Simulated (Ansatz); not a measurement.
Pb under changes of volume

One of the cells (30.914 Å³/atom); the others are scaled copies at fixed shape and fractional positions:

```
CELL_PARAMETERS angstrom
3.52437 0.00000 0.00000
-1.76218 3.05219 0.00000
0.00000 0.00000 11.49524
ATOMIC_POSITIONS crystal
Pb 0.66667 0.33333 0.75000
Pb 0.00000 0.00000 0.50000
Pb 0.33333 0.66667 0.25000
Pb 0.00000 0.00000 0.00000
```

This isn't the form of Pb at room conditions, which is fcc.

| Property | Result |
| --- | --- |
| Program | Ansatz 0.2.0 |
| Functional | PBEsol |
| Potentials or basis | Ansatz PAW |
| Cutoff | 420 eV (not typed: the program's choice for these potentials) |
| k mesh | 9 × 9 × 3 |
| Occupations | fermi-dirac, width 0.05 eV |
| Spin | no spin polarisation |

| volume (Å³/atom) | energy over the lowest point (meV/atom) | pressure (GPa) |
| --- | --- | --- |
| 29.059 | 3.35 | 1.4 |
| 29.677 | 0.00 | 0.3 |
| 30.295 | ? | ? |
| 30.914 | 4.93 | -1.5 |
| 31.532 | 12.33 | -2.3 |
| 32.150 | 22.55 | -3.0 |
| 32.769 | 35.30 | -3.6 |

Question: What does the run at 30.295 Å³/atom give?

Answer: Energy over the lowest point 0.68 meV/atom; pressure -0.6 GPa.

Worked out: A Birch-Murnaghan fit of order 3 (a polynomial in V^(-2/3)) to the other rows has its minimum at 29.87 Å³/atom with B0 = V·E''(V) = 48 GPa and B' = 4.7 at fixed shape and positions, which overstates the stiffness. It gives 0.68 meV/atom at 30.295 Å³/atom, against the run's 0.68, and -dE/dV = -0.7 GPa, against -0.6.

Energies are extrapolated to zero smearing.

Caveats: the PAW data sets come from PBE, with cores solved anew for the run's functional, which leaves a small shift of forces and pressure.
